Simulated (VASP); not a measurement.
A run of VASP 6.6.1 is set up as follows.

File INCAR:

```
SYSTEM = H4CO
  PREC = Accurate
  ENCUT = 520
  EDIFF = 1E-6
  ISMEAR = -1
  SIGMA = 0.05
  LREAL = Auto
  LASPH = .TRUE.
  NELM = 100
  ALGO = Normal
  ISIF = 2
  LWAVE = .FALSE.
  LCHARG = .FALSE.
  GGA = PE
  NBANDS = 66
```

Contents of KPOINTS:

```
regular mesh
0
G
  1 1 1
  0 0 0
```

POSCAR

```
H4CO
1.0
    7.3803230000      0.0000000000      0.0000000000
    0.0000000000      7.3803230000      0.0000000000
    0.0000000000      0.0000000000      7.3803230000
C O H
6 6 24
Direct
    0.6265985920      0.8505860787     -0.1183146049
    0.5315214524      0.5982800482      0.5708828733
    0.2810310606      0.1792197984      0.1983788514
    1.1169700838      0.2623597910      0.7421897389
   -0.0798203547      0.7764294327      0.3671926012
    0.8659783589      0.2726303442      0.2817356368
    0.6495921655      0.6967445734     -0.0041326105
    0.5295703183      0.5192049183      0.3606346226
    0.3761759479      0.3424782357      0.1315254088
    1.1131897615      0.4356177907      0.7893556962
    0.0190506567      0.7199820387      0.5507618027
    0.7108767462      0.2399352982      0.1745858548
    0.4809139112      0.8902455895     -0.1214851979
    0.6191327941      0.7307268259      0.1249538807
    0.7233965234      0.9502158645     -0.0623414449
    0.6278722490      0.8380527519     -0.2623868901
    0.6378989104      0.6951050787      0.5798255713
    0.5062922043      0.3945897761      0.3616914869
    0.4047925816      0.6481152654      0.5892560529
    0.5834568487      0.4815642893      0.6421534667
    0.1419314575      0.1649250311      0.2057498025
    0.3115717293      0.4616464618      0.1663612826
    0.3259748930      0.0670837848      0.0959849589
    0.3143629351      0.1312408685      0.3318689439
    1.1879425873      0.2703675706      0.6121683292
    1.0499540467      0.5025525306      0.6936688272
    1.1989177167      0.1854932365      0.8610056769
    0.9990890643      0.1799379241      0.7095488910
   -0.1673368496      0.8897578060      0.4183556736
   -0.0779776170      0.7065273430      0.6342134348
   -0.0059346996      0.8491362776      0.2737007581
   -0.1790030057      0.6794282581      0.3112736394
    0.9031989521      0.1194798656      0.2916674514
    0.6963109880      0.3296197199      0.0829909477
    0.9568144917      0.3220455256      0.1875663165
    0.8266033885      0.3139970974      0.4276506597
```

Potentials or basis: VASP PAW PBE potentials, release 64 (C, O, H).

Command:

```console
$ cat potpaw_PBE.64/C/POTCAR potpaw_PBE.64/O/POTCAR potpaw_PBE.64/H/POTCAR > POTCAR
$ mpirun -np 1 vasp_gam > vasp.out
```

Question: Estimate the band gap on the k mesh.

Answer: 4.01 eV, direct.

Question: Estimate the largest force.

Answer: 5.928 eV/Å.

Question: Predict the pressure.

Answer: 1.7 GPa.

Forces on the atoms (eV/Å):
```
C   -0.974  1.253  1.972
C    2.583 -3.460 -4.061
C    3.254 -1.121 -2.436
C    2.961 -3.915  0.178
C   -2.540  0.075  4.432
C   -2.069 -4.621  1.566
O   -0.138 -0.842  0.595
O    0.808  4.611  2.948
O   -2.744  0.356  0.620
O   -1.834  3.870  1.781
O    0.298  0.325 -3.669
O   -1.265 -0.687  0.042
H    0.163  0.682  0.962
H    0.101 -0.420 -1.632
H   -0.610  0.636 -0.730
H    1.443 -0.871 -0.607
H    0.415  0.677 -0.735
H   -0.295 -2.065  0.101
H   -2.820  0.858  0.924
H   -0.631 -0.308  0.855
H   -2.262  0.866 -0.689
H    0.817 -2.101 -0.417
H   -0.303  1.132  1.293
H    1.158  0.143  0.951
H    0.801 -1.387 -0.392
H    0.443  0.224  0.048
H   -1.064  0.890 -2.216
H   -1.148  0.182  0.475
H    0.058 -0.481 -0.116
H   -1.130  0.241  0.769
H    2.422  0.310 -1.463
H    0.887 -0.453  0.215
H    0.467  1.816  0.758
H   -0.355  0.972 -0.410
H    2.145  2.075 -0.313
H    0.958  0.539 -1.599
```

A hybrid or GW would open this gap; PBE tends to underestimate it.
